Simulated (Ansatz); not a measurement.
Theory: DFT PBE, scalar-relativistic, plane waves, PAW in Ansatz 0.2.0. Settings: cutoff 420 eV, Γ-centred meshes spaced at most about 0.3 Å⁻¹, and about 0.25 Å⁻¹ or finer for metals (2π included), Gaussian smearing. No spin polarisation.

Temperature and zero-point effects are left out.

Compare these two cells of Be3Te4, each relaxed at this level.

A. Space group Pmn2_1 (No. 31), orthorhombic, a = 6.717 Å, b = 7.420 Å, c = 6.857 Å. Be on a site of symmetry m is surrounded by 4 Te at 2.43–2.47 Å; Be on a site of symmetry 1 has 4 Te at 2.42–2.49 Å; around Te on a site of symmetry m lie 3 Be at 2.46–2.49 Å; around Te on a site of symmetry 1 lie 3 Be at 2.42–2.47 Å; Te on a second site of symmetry m is surrounded by 3 Be at 2.43–2.47 Å.

B. Space group Pmm2 (No. 25), orthorhombic, a = 3.855 Å, b = 7.847 Å, c = 12.320 Å. Be on a site of symmetry m has 4 Te at 2.42–2.44 Å; Be on a second site of symmetry m is surrounded by 4 Te at 2.40–2.47 Å; around Be on a site of symmetry mm2 lie 4 Te at 2.38–2.40 Å; around Be on a second site of symmetry mm2 lie 4 Te at 2.45–2.47 Å; around Te on a site of symmetry mm2 lie 2 Be at 2.42 Å; 5 more sites not described.

Question: Which is lower in energy, and by how much?

Answer: B is lower, by 66 meV/atom. A has space group Pmn2_1 (No. 31), 24.4 Å³/atom and no gap on its mesh; B has space group Pmm2 (No. 25), 26.6 Å³/atom and no gap. B holds Te–Te pairs (shortest 2.83 Å); in A the shortest Te–Te distance is 3.30 Å, near bonding range too. Origin: A, invented; B, invented, then shaken at random and relaxed again.

Weakly bound directions are ill-defined at this level, which has no dispersion term (Pmm2), and this can change margins and order among such cells. Spin–orbit coupling, which can matter for Te, is left out. Cells relaxed within their symmetry can be saddle points.
